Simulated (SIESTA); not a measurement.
The system is Al2Au.

```
CELL_PARAMETERS angstrom
0.00000 3.00000 3.00000
3.00000 0.00000 3.00000
3.00000 3.00000 0.00000
ATOMIC_POSITIONS crystal
Au 0.00000 0.00000 0.00000
Al 0.75000 0.75000 0.75000
Al 0.25000 0.25000 0.25000
```

Base run:

```yaml
Program: SIESTA 5.4.2
Functional: PBE
Potentials_or_basis: PseudoDojo 0.4 standard (PBE files)
Basis: DZ (energy shift 0.003 Ry; two zetas on semicore shells)
Grid_cutoff: 800 Ry
Energy_shift: 0.003 Ry
k_mesh: 8 × 8 × 8
Occupations: fermi-dirac, width 0.05 eV
Spin: no spin polarisation
```

Its results: band gap on the k mesh none (metal or under the smearing width); pressure 6.6 GPa.

Task: The run is repeated on the same cell with these changes: basis from DZ (energy shift 0.003 Ry; two zetas on semicore shells) to DZP (energy shift 0.003 Ry; two zetas on semicore shells). What comes out?

Result: Band gap on the k mesh none (metal or under the smearing width); pressure 3.6 GPa.

Caveats: short orbitals over semicore shells can move pressures by several GPa; the basis of atomic orbitals isn't converged, which shifts pressures, moduli and gaps; the basis has no polarisation orbitals (some runs).
